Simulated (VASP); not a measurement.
Crystal: Cu.

```
CELL_PARAMETERS angstrom
0.00000 1.80750 1.80750
1.80750 0.00000 1.80750
1.80750 1.80750 0.00000
ATOMIC_POSITIONS crystal
Cu 0.00000 0.00000 0.00000
```

| Quantity | Value |
| --- | --- |
| Program | VASP 6.6.1 |
| Task | relaxation of cell and atoms |
| Functional | LAK |
| Potentials or basis | VASP PAW PBE potentials, release 64 (Cu) |
| Cutoff | 600 eV |
| k mesh | 13 × 13 × 13 |
| Occupations | methfessel-paxton, width 0.1 eV |
| Spin | no spin polarisation |

At the start: pressure 4.6 GPa; volume 11.81 Å³/atom.

Problem. Where does the relaxation end?

Solution. Over 5 steps the energy falls by 6.5 meV/atom and the volume is 12.18 Å³/atom (+3.1 %); space group Fm-3m (No. 225, to 0.05 Å).

Step by step:
```tsv
step	energy change (eV)	largest force (eV/Å)	pressure (GPa)	volume (Å³)
1	0.0000	0.0000	4.57	11.81
2	-0.0058	0.0000	-2.26	12.40
3	-0.0067	0.0000	-0.54	12.24
4	-0.0066	0.0000	-0.16	12.20
5	-0.0065	0.0000	-0.03	12.18
```

Final structure:
```
CELL_PARAMETERS angstrom
0.00000 1.82599 1.82599
1.82599 0.00000 1.82599
1.82599 1.82599 0.00000
ATOMIC_POSITIONS crystal
Cu 0.00000 0.00000 0.00000
```

Caveat: the PAW data sets were made with another functional, which shifts forces and pressure a little.
